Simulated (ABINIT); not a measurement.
The system is Al.

```
CELL_PARAMETERS angstrom
0.00000 2.02481 2.02481
2.02481 0.00000 2.02481
2.02481 2.02481 0.00000
ATOMIC_POSITIONS crystal
Al 0.00000 0.00000 0.00000
```

Base run:

```yaml
Program: ABINIT 10.8.3 (patched build)
Functional: HCTH407
Potentials_or_basis: JTH PAW PBE v2.0
Cutoff: 544 eV
k_mesh: 11 × 11 × 11
Occupations: fermi-dirac, width 0.05 eV
Spin: no spin polarisation
```

Its results: band gap on the k mesh none (metal or under the smearing width); pressure -10.7 GPa.

Task: The run is repeated on the same cell with these changes: functional from HCTH407 to PW91. What comes out?

Result: Band gap on the k mesh none (metal or under the smearing width); pressure -0.1 GPa.

Caveats: the PAW data sets were made with another functional, which shifts forces and pressure a little.

Not every run made on this cell is shown here.
